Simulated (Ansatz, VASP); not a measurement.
**Ni: VASP beside Ansatz**

```
Ni
1.0
     1.20376   -2.08499    0.00000
     1.20376    2.08499    0.00000
     0.00000    0.00000    2.34549
Ni
1
Cartesian
  0.0000 0.0000 0.0000
```

Alike in both runs: functional PBE; k mesh 10 × 10 × 6; occupations gaussian, width 0.1 eV; collinear spin.

Ansatz relaxed the structure, and its values are those at the end. VASP's run is a single point on that final structure, the one shown.

```csv
,VASP,Ansatz
version,VASP 6.6.1,Ansatz 0.2.0
potentials or method,"VASP PAW PBE potentials, release 64 (Ni)","scalar-relativistic, plane waves, PAW"
plane-wave cutoff (eV),520,420
valence electrons in the cell,10,18
```

|  | VASP | Ansatz | Ansatz less VASP |
| --- | --- | --- | --- |
| gap on the k mesh at the Fermi level (eV) | none | none | - |
| pressure (GPa) | 0.0 | 0.0 | +0.05 |
| net moment per atom (μB) | 0.28 | 0.28 | +0.005 |
| size of the moment on the site where the two differ most (μB) | 0.29 | 0.30 | +0.017 |

Site moments also hang on the region over which each program counts them. A gap of «none» marks a metal or a gap that the smearing closes. The two sets of potentials don't hold the same shells in valence.

Caveats: the k mesh is coarse (spacing up to 0.45 Å⁻¹), so the values aren't converged.
